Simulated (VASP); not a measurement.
Write the native input for VASP 6.6.1 that does the following.

| Item | Value |
| --- | --- |
| Task | relaxation of the atoms |
| Functional | PBEsol |
| Potentials or basis | VASP PAW PBE potentials, release 64 (Cu) |
| Cutoff | 600 eV |
| k mesh | 18 × 18 × 18 |
| Occupations | methfessel-paxton, width 0.1 eV |
| Spin | no spin polarisation |
| Further INCAR settings | ALGO = Normal; EDIFF = 1e-07; IBRION = 2; EDIFFG = -0.01; NSW = 40 |

The structure of Cu lies in POSCAR:

```
Cu                                      
1.0
    0.0000000000      1.7966812412      1.7966812412
    1.7966812412      0.0000000000      1.7966812412
    1.7966812412      1.7966812412      0.0000000000
  Cu            
     1
Direct
     0.0000000000000000    0.0000000000000000    0.0000000000000000
```

The cell isn't the ideal one: a relaxed cell with its volume scaled by 1.02.

One way to write it, as run:

INCAR

```
PREC     = Accurate       # precision mode
ENCUT    = 600            # plane-wave cutoff, eV
EDIFF    = 1E-7           # SCF threshold, eV
ISMEAR   = 1              # smearing method
SIGMA    = 0.1            # smearing width, eV
LREAL    = F              # projectors in reciprocal space
LASPH    = T              # aspherical terms in the spheres
NELM     = 80             # most SCF steps
ALGO     = Normal         # electronic algorithm
ISIF     = 2              # what is computed and relaxed
LWAVE    = F              # write WAVECAR
LCHARG   = F              # write CHGCAR
GGA      = PS             # functional
IBRION   = 2              # ionic algorithm
NSW      = 40             # ionic steps
EDIFFG   = -0.01          # ionic threshold
```

KPOINTS

```
Automatic mesh
0
Gamma
  18 18 18
```

Potentials or basis: VASP PAW PBE potentials, release 64 (Cu).

Launch:

```sh
$ cat potpaw_PBE.64/Cu/POTCAR > POTCAR
$ mpirun -np 1 vasp_std > vasp.out
```

It gave:

The pressure after relaxing is -3.0 GPa. The band gap on the k mesh is none (metal or under the smearing width).

Caveat: the relaxation stopped at its first step, so nothing moved; the PAW data sets were made with another functional, which shifts forces and pressure a little.

It took 8.8 s on 1 thread of Intel(R) Xeon(R) 6975P-C (Granite Rapids), with other jobs on the host, peak memory 0.14 GiB.
